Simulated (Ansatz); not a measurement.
# Ta2C: the cost of one run

Program: Ansatz 0.2.0. Level of theory: DFT PBEsol, scalar-relativistic, plane waves, PAW. These are calculated values, not measurements.

1 further run of the same task is left out (set aside as unsound or not needed).

## (1) Starting point

Symmetry: P-3m1, No. 164, trigonal system. The conventional cell has a = 3.095 Å, b = 3.095 Å, c = 4.921 Å, α = 90.00°, β = 90.00°, γ = 120.00°. Ta (site symmetry 3m) has 3 C at 2.18 Å as nearest neighbours. C (site symmetry -3m) has 6 Ta at 2.18 Å as nearest neighbours.

Structure file:

```
Ta C
1.0
     3.09530    0.00000    0.00000
    -1.54765    2.68061    0.00000
     0.00000    0.00000    4.92108
Ta C
2 1
Direct
  0.33333 0.66667 0.25288
  0.66667 0.33333 0.74712
  0.00000 0.00000 0.00000
```

This cell was relaxed beforehand with the same method: volume 13.61 Å³/atom, gap on the mesh none (metal).

## (2) Bands, states and charges

input.yaml

```yaml
crystal:
  lattice:
    - [3.0953007023, 0.0, 0.0]
    - [-1.5476503512, 2.6806090406, 0.0]
    - [0.0, 0.0, 4.9210802832]
  atoms:
    - { symbol: Ta, position: [0.3333333333, 0.6666666667, 0.2528761935] }
    - { symbol: Ta, position: [0.6666666667, 0.3333333333, 0.7471238065] }
    - { symbol: C, position: [0.0, 0.0, 0.0] }
basis:
  ecutwfc: 420
kpoints:
  mp_grid: { grid: [18, 18, 8] }
  band_path:
    path:
      - [[0.0, 0.0, 0.0], [0.5, 0.0, 0.0], [0.33333333, 0.33333333, 0.0], [0.0, 0.0, 0.0], [0.0, 0.0, 0.5], [0.5, 0.0, 0.5], [0.33333333, 0.33333333, 0.5], [0.0, 0.0, 0.5]]
      - [[0.5, 0.0, 0.5], [0.5, 0.0, 0.0]]
      - [[0.33333333, 0.33333333, 0.5], [0.33333333, 0.33333333, 0.0]]
    npoints: 14
hamiltonian:
  xc: pbesol
scf:
  occupations: { method: gaussian, width: 0.1 }
  n_extra_bands: 7
output:
  forces: true
  stress: true
  eigenvalues: true
  populations: true
  dos: { projected: true, de: 0.02, nscf_kmesh: { grid: [27, 27, 12] } }
  bader: true
  write_density: true
  write_potential: true
  elf: true
  volumetric_format: npy
```

Run with:

```console
ansatz run input.yaml --threads 1 --pin off --max-ram 2560MiB --backend cpu --events-out ev --progress --plain --runs-dir out
```

Q: Estimate wall time and peak memory on 1 thread of Intel Xeon Platinum 8488C (Sapphire Rapids), shared host.

About 60 s, with a peak of 0.68 GiB.
